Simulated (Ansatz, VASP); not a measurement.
# Cross-check of CdS (CdS(110)) between VASP and Ansatz, part 3 of 3

One calculation is typed for both programs; each brings its own data sets and cutoff. How far apart do they land? The structure shown is the end of the VASP relaxation below.

VASP 6.6.1 and Ansatz 0.2.0.

So far: Starting point; VASP: relaxation, PBE; Ansatz: single point, PBE; Differences; VASP: band structure, PBE.

## Step 5: VASP: band structure, PBE (continued)

Level of this step: PBE; plane waves and PAW (Cd, S) (VASP).

Numbers of over 12 decimals in the logs are rounded to 6 here.

Parts of OUTCAR (step 5):

```text
  Total       -0.2350060     -0.2760657     -0.6153121      0.0000000      0.0000000      0.0000000
  in kB       -0.4630958     -0.5440068     -1.2125158      0.0000000      0.0000000      0.0000000
  external PRESSURE =      -0.7398728 kB  Pullay stress =       0.0000000 kB

 POSITION                                       TOTAL-FORCE (eV/Angst)
 -----------------------------------------------------------------------------------
      0.00000      0.30394      8.41110        -0.000000      0.014607      0.004575
      2.09468      2.88055      9.94084         0.000000     -0.008882      0.003767
      0.00000      5.88127     12.20209        -0.000000     -0.003015      0.009473
      2.09468      2.91940     14.23903         0.000000     -0.008215      0.018093
      0.00000      5.91214     16.37871         0.000000     -0.013533      0.000000
      2.09468      2.91940     18.51838         0.000000     -0.008215     -0.018093
      0.00000      5.88127     20.55532        -0.000000     -0.003015     -0.009473
      2.09468      2.88055     22.81657         0.000000     -0.008882     -0.003767
      0.00000      0.30394     24.34631        -0.000000      0.014607     -0.004575
      0.00000      4.36671     10.10036         0.000000      0.018332      0.005039
      2.09468      1.49610      7.80586         0.000000      0.012063     -0.006817
      0.00000      4.40996     14.28994         0.000000     -0.011208     -0.017025
      2.09468      1.45129     12.12879         0.000000     -0.000365      0.008514
      0.00000      4.40996     18.46748         0.000000     -0.011208      0.017025
[...]
-----------------------------------------------------------------------------------
    total drift:                                0.000000     -0.006867     -0.000019

  FREE ENERGIE OF THE ION-ELECTRON SYSTEM (eV)
  ---------------------------------------------------
  free  energy   TOTEN  =       -54.1980312021 eV

  energy  without entropy=      -54.1980312021  energy(sigma->0) =      -54.19803120

[... 2 parts as in an earlier step ...]

[... 1 further part left out ...]
[key lines of the parts left out:]
E-fermi :  -1.8578
```

## Step 6: Ansatz: band structure, PBE

The same cell, functional, mesh and smearing now go to Ansatz, which takes its cutoff from its data sets.

File input.yaml:

```yaml
crystal:
  lattice:
    - [4.1893536146, 0.0, 0.0]
    - [0.0, 5.9246406994, 0.0]
    - [0.0, 0.0, 32.7574144586]
  atoms:
    - { symbol: Cd, position: [0.0, 0.0513004984, 0.2567694701] }
    - { symbol: Cd, position: [0.5, 0.4861978986, 0.3034683919] }
    - { symbol: Cd, position: [0.0, 0.9926798547, 0.3724987139] }
    - { symbol: Cd, position: [0.5, 0.4927558921, 0.4346811994] }
    - { symbol: Cd, position: [0.0, 0.9978906528, 0.5] }
    - { symbol: Cd, position: [0.5, 0.4927558921, 0.5653188006] }
    - { symbol: Cd, position: [0.0, 0.9926798547, 0.6275012861] }
    - { symbol: Cd, position: [0.5, 0.4861978986, 0.6965316081] }
    - { symbol: Cd, position: [0.0, 0.0513004984, 0.7432305299] }
    - { symbol: S, position: [0.0, 0.7370426788, 0.3083382243] }
    - { symbol: S, position: [0.5, 0.2525223202, 0.2382930285] }
    - { symbol: S, position: [0.0, 0.7443419135, 0.4362352433] }
    - { symbol: S, position: [0.5, 0.2449591035, 0.3702608034] }
    - { symbol: S, position: [0.0, 0.7443419135, 0.5637647567] }
    - { symbol: S, position: [0.5, 0.2485090278, 0.5] }
    - { symbol: S, position: [0.0, 0.7370426788, 0.6916617757] }
    - { symbol: S, position: [0.5, 0.2449591035, 0.6297391966] }
    - { symbol: S, position: [0.5, 0.2525223202, 0.7617069715] }
hamiltonian:
  xc: pbe
  pseudopotentials: { kind: paw }
kpoints:
  mp_grid: { grid: [6, 4, 1] }
  band_path:
    path:
      - [0.0, 0.0, 0.0]
      - [0.07692, 0.0, 0.0]
      - [0.15385, 0.0, 0.0]
      - [0.26923, 0.0, 0.0]
      - [0.34615, 0.0, 0.0]
      - [0.42308, 0.0, 0.0]
      - [0.5, 0.0, 0.0]
      - [0.5, 0.07692, 0.0]
      - [0.5, 0.19231, 0.0]
      - [0.5, 0.26923, 0.0]
      - [0.5, 0.34615, 0.0]
      - [0.5, 0.46154, 0.0]
      - [0.5, 0.5, 0.0]
      - [0.42308, 0.5, 0.0]
      - [0.30769, 0.5, 0.0]
      - [0.23077, 0.5, 0.0]
      - [0.11538, 0.5, 0.0]
      - [0.03846, 0.5, 0.0]
      - [0.0, 0.5, 0.0]
      - [0.0, 0.38462, 0.0]
      - [0.0, 0.30769, 0.0]
      - [0.0, 0.23077, 0.0]
      - [0.0, 0.11538, 0.0]
      - [0.0, 0.03846, 0.0]
      - [0.03846, 0.03846, 0.0]
      - [0.11538, 0.11538, 0.0]
      - [0.19231, 0.19231, 0.0]
      - [0.30769, 0.30769, 0.0]
      - [0.38462, 0.38462, 0.0]
      - [0.5, 0.5, 0.0]
    npoints: 1
scf:
  occupations: { method: gaussian, width: 0.03 }
  n_extra_bands: 15
efield:
  axis: 3
  dipole_correction: true
  ramp_width: 0.04
output:
  forces: true
  eigenvalues: true
```

Run with:

```
> ansatz run input.yaml --threads 8 --pin off --max-ram 18432MiB --backend cpu --events-out ev --progress --plain --runs-dir out
```

Log:

```text
[...]
Crystal: 18 atoms, lattice volume = 813.053 Å³
Basis set: ecut = 420 eV, 15753 PW (Γ), exchange–correlation on 60×80×450 points (8 copies of the dense FFT grid, shifted against one another)
Bands: 132, of which v1, the nominal top of the filled ones, is band 117 counted from 1 (116 counted from 0)
Symmetry: 2 space group operations
[...]
k-point 0: bands = [... 113 lower, 0.9668, 0.9876, 1.0331, 1.0702, 2.3869, 2.9552, 3.6048, 4.2508, ... 11 higher]
  k-point 1: bands = [... 113 lower, 0.8006, 0.8036, 0.8252, 0.8482, 3.2608, 3.4281, 3.7083, 4.0387, ... 11 higher]
  k-point 2: bands = [... 113 lower, 0.4964, 0.5005, 0.6253, 0.6275, 4.0159, 4.0662, 4.0885, 4.2315, ... 11 higher]
  k-point 11: bands = [... 113 lower, 0.2735, 0.3149, 0.4721, 0.5122, 4.0555, 4.1942, 4.3774, 4.8350, ... 11 higher]
[key lines of the parts left out:]
SCF converged after 7 iterations
Free energy (F): -82419.353465 eV
Fermi energy:    1.728556 eV
Dipole field:    D = -0.000001 V/Å  (p = -0.000006 e·Å, saw-weighted, corrected)
Work function:   Φ+ = 5.3212 eV   Φ− = 5.3212 eV
```

The job ended after 63 s (8 threads of Arm Neoverse V2, shared host; peak memory 5.1 GiB).

## Step 7: Differences

Compared:

```tsv
quantity	Ansatz	VASP	difference
gap over the path points (eV)	1.317	1.315	+0.001
```

Levels at points of the path, from each program's valence-band top (eV; 4 filled, then empty):

```tsv
k (reciprocal lattice)	Ansatz	VASP
0.000 0.000 0.000	-0.10 -0.08 -0.04 0.00 1.32 1.89 2.54	-0.11 -0.08 -0.04 0.00 1.32 1.89 2.54
0.077 0.000 0.000	-0.24 -0.19 -0.12 -0.10 1.57 2.06 2.68	-0.24 -0.19 -0.12 -0.10 1.57 2.07 2.68
0.154 0.000 0.000	-0.45 -0.41 -0.25 -0.17 2.05 2.45 2.99	-0.45 -0.42 -0.25 -0.18 2.05 2.46 2.99
0.269 0.000 0.000	-0.74 -0.69 -0.51 -0.31 2.80 3.07 3.45	-0.74 -0.69 -0.52 -0.31 2.81 3.07 3.45
0.346 0.000 0.000	-1.00 -0.84 -0.62 -0.42 3.25 3.35 3.53	-1.00 -0.84 -0.62 -0.43 3.25 3.36 3.53
0.423 0.000 0.000	-1.09 -0.89 -0.69 -0.55 3.30 3.35 3.77	-1.10 -0.90 -0.70 -0.56 3.30 3.34 3.77
0.500 0.000 0.000	-1.09 -0.87 -0.72 -0.63 3.23 3.32 3.90	-1.09 -0.87 -0.73 -0.63 3.23 3.32 3.89
0.500 0.077 0.000	-1.06 -0.87 -0.72 -0.62 3.29 3.36 3.93	-1.07 -0.87 -0.73 -0.63 3.28 3.35 3.93
0.500 0.192 0.000	-0.96 -0.87 -0.70 -0.61 3.47 3.48 3.76	-0.96 -0.88 -0.70 -0.62 3.46 3.48 3.76
0.500 0.269 0.000	-0.88 -0.88 -0.67 -0.60 3.37 3.50 3.52	-0.88 -0.88 -0.68 -0.60 3.36 3.49 3.52
```

At this near-relaxed geometry the largest component of a force difference is 46 meV/Å. Among the levels compared at these points, filled levels agree within 7 meV and empty ones within 8 meV.

## Step 8: What came out

```json
{"difference in gap on the k mesh (single point, PBE)": "0.0013 eV", "r.m.s. force difference (single point, PBE)": "11 meV/Å", "difference in gap over the path points (band structure, PBE)": "0.0012 eV", "r.m.s. force difference (band structure, PBE)": "11 meV/Å"}
```

**Reading.** The r.m.s. force difference is 11 meV/Å (band structure, PBE), within the 12 meV/Å picked in this series as the mark of a large difference. Such differences can come from data sets, numerical settings and the points named under the comparisons, not from the functional's error against experiment.

[Lines on the potential files, build, host, timing and source positions are cut from VASP's logs without a mark.]

[Logs are printed without paths, hosts, clocks, repeated set-up lines and the standing remarks that a program may print on its own settings, such as how far it seeks lower states.]

[Hosts, paths, dates, database ids (printed as entryN), source tags and the programs' standing remarks are cut or masked in the printed files.]
